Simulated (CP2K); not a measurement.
Set up this calculation in CP2K 2026.2, as the native input.

* Task: single point
* Functional: PBEsol
* Potentials or basis: POTENTIAL_UZH Te GTH-PBE-q6, Sn GTH-PBE-q4; TZVP-MOLOPT-PBE-GTH basis
* Density cutoff: 9184 eV
* k mesh: 7 × 7 × 7
* Occupations: fermi-dirac, width 0.05 eV
* Spin: no spin polarisation
* SCF solver: diagonalisation with k points
* Quickstep method: GPW
* EPS_DEFAULT: 1.0E-9
* EPS_SCF: 1.0E-6
* MAX_SCF: 100
* SCF_GUESS: ATOMIC
* k points reduced by the point group: yes
* Mesh centred on Gamma: yes
* CHOLESKY: OFF
* EPS_EIGVAL: 1.0E-7
* MIXING METHOD: BROYDEN_MIXING
* MIXING ALPHA: 0.4
* NBUFFER: 8
* NGRIDS: 5
* Basis sets: Te TZVP-MOLOPT-PBE-GTH-q6, Sn TZVP-MOLOPT-PBE-GTH-q4
* Potentials: Te GTH-PBE-q6 of POTENTIAL_UZH, Sn GTH-PBE-q4 of POTENTIAL_UZH
* ADDED_MOS: [10]
* REL_CUTOFF (Ry): 60 Ry
* MIXING BETA (1/bohr): 1.5 1/bohr
* CUTOFF of the grids: 675 Ry

The system is SnTe.

```
Te Sn
1.0
     4.45597    0.00000    0.00000
     2.22799    3.85899    0.00000
     2.22799    1.28633    3.63829
Te Sn
1 1
Direct
  0.50000 0.50000 0.50000
  0.00000 0.00000 0.00000
```

These files were run (other wordings do the same):

snte_scf.inp

```
&GLOBAL
  PROJECT snte_scf
  RUN_TYPE ENERGY_FORCE
  PRINT_LEVEL LOW
&END GLOBAL
&FORCE_EVAL
  METHOD QS
  STRESS_TENSOR ANALYTICAL
  &DFT
    BASIS_SET_FILE_NAME BASIS_MOLOPT_UZH
    POTENTIAL_FILE_NAME POTENTIAL_UZH
    &MGRID
      CUTOFF 675
      REL_CUTOFF 60
      NGRIDS 5
    &END MGRID
    &QS
      METHOD GPW
      EPS_DEFAULT 1.0E-9
    &END QS
    &KPOINTS
      SCHEME MONKHORST-PACK 7 7 7
      GAMMA_CENTERED T
      SYMMETRY T
      SYMMETRY_BACKEND SPGLIB
    &END KPOINTS
    &SCF
      SCF_GUESS ATOMIC
      EPS_SCF 1.0E-6
      MAX_SCF 100
      ADDED_MOS 10
      CHOLESKY OFF
      EPS_EIGVAL 1.0E-7
      &DIAGONALIZATION ON
        ALGORITHM STANDARD
      &END DIAGONALIZATION
      &MIXING ON
        METHOD BROYDEN_MIXING
        ALPHA 0.4
        BETA 1.5
        NBUFFER 8
      &END MIXING
      &SMEAR ON
        METHOD FERMI_DIRAC
        ELECTRONIC_TEMPERATURE 580.23
      &END SMEAR
    &END SCF
    &XC
      &XC_FUNCTIONAL
        &GGA_X_PBE_SOL
        &END GGA_X_PBE_SOL
        &GGA_C_PBE_SOL
        &END GGA_C_PBE_SOL
      &END XC_FUNCTIONAL
    &END XC
    &PRINT
      &KPOINTS ON
      &END KPOINTS
      &MULLIKEN ON
      &END MULLIKEN
      &MO ON
        ENERGIES T
        OCCUPATION_NUMBERS T
        &EACH
          QS_SCF 0
        &END EACH
        ADD_LAST NUMERIC
      &END MO
    &END PRINT
  &END DFT
  &SUBSYS
    &CELL
      ABC 4.4559748030 4.4559748030 4.4559748030
      ALPHA_BETA_GAMMA 60.0000000003 60.0000000003 59.9999999999
      PERIODIC XYZ
    &END CELL
    &COORD
      SCALED
      Te  0.5000000000 0.5000000000 0.5000000000
      Sn  0.0000000000 0.0000000000 0.0000000000
    &END COORD
    &KIND Te
      BASIS_SET TZVP-MOLOPT-PBE-GTH-q6
      POTENTIAL GTH-PBE-q6
    &END KIND
    &KIND Sn
      BASIS_SET TZVP-MOLOPT-PBE-GTH-q4
      POTENTIAL GTH-PBE-q4
    &END KIND
    &PRINT
      &ATOMIC_COORDINATES ON
      &END ATOMIC_COORDINATES
      &CELL ON
      &END CELL
    &END PRINT
  &END SUBSYS
  &PRINT
    &FORCES ON
    &END FORCES
    &STRESS_TENSOR ON
    &END STRESS_TENSOR
  &END PRINT
&END FORCE_EVAL
```

Potentials or basis: POTENTIAL_UZH Te GTH-PBE-q6, Sn GTH-PBE-q4; TZVP-MOLOPT-PBE-GTH basis.

Launch:

```bash
$ OMP_NUM_THREADS=1 cp2k.psmp -i snte_scf.inp -o snte_scf.out
```

Results of the run:

| Property | Result |
| --- | --- |
| Pressure | 1.8 GPa |
| Mulliken charges | Te -0.35; Sn +0.35 e |

Caveat: Mulliken charges move with the basis; this odd mesh misses L, where the gap lies, so gap, dielectric constants and Born charges aren't listed; the potentials were made for another functional, which shifts forces and pressure; the basis of atomic orbitals isn't converged, which shifts pressures, moduli and gaps.

It took 13 s on 1 thread of Arm Neoverse V1 (shared host), peak memory 0.39 GiB.
